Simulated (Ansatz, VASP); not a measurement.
# Two plane-wave programs on NaH

```
CELL_PARAMETERS angstrom
0.00000 2.56200 2.44000
2.56200 0.00000 2.44000
2.56200 2.56200 0.00000
ATOMIC_POSITIONS crystal
Na 0.00000 0.00000 0.00000
H 0.50000 0.50000 0.50000
```

Change from the starting cell: strain +0.050 along x and y, +0.000 along z, atoms carried along.

Alike in both runs: task single point; functional PBE; k mesh 8 × 8 × 8; occupations gaussian, width 0.05 eV; no spin polarisation.

|  | VASP | Ansatz |
| --- | --- | --- |
| version | VASP 6.6.1 | Ansatz 0.2.0 |
| potentials or method | VASP PAW PBE potentials, release 64 (Na_pv, H) | scalar-relativistic, plane waves, PAW |
| plane-wave cutoff (eV) | 520 | 420 |
| valence electrons in the cell | 8 | 10 |

|  | VASP | Ansatz | Ansatz less VASP |
| --- | --- | --- | --- |
| gap on the k mesh at the Fermi level (eV) | 3.53 | 3.53 | +0.001 |
| least direct gap on the mesh (eV) | 4.35 | 4.35 | +0.003 |
| pressure (GPa) | -2.3 | -2.3 | +0.04 |
| largest component of the traceless stress (GPa) | 0.54 | 0.54 | -0.007 |

The functional is the same, so the differences come from potentials, cutoffs and numerics. The two sets of potentials don't hold the same shells in valence.

A k mesh can miss the band edges.
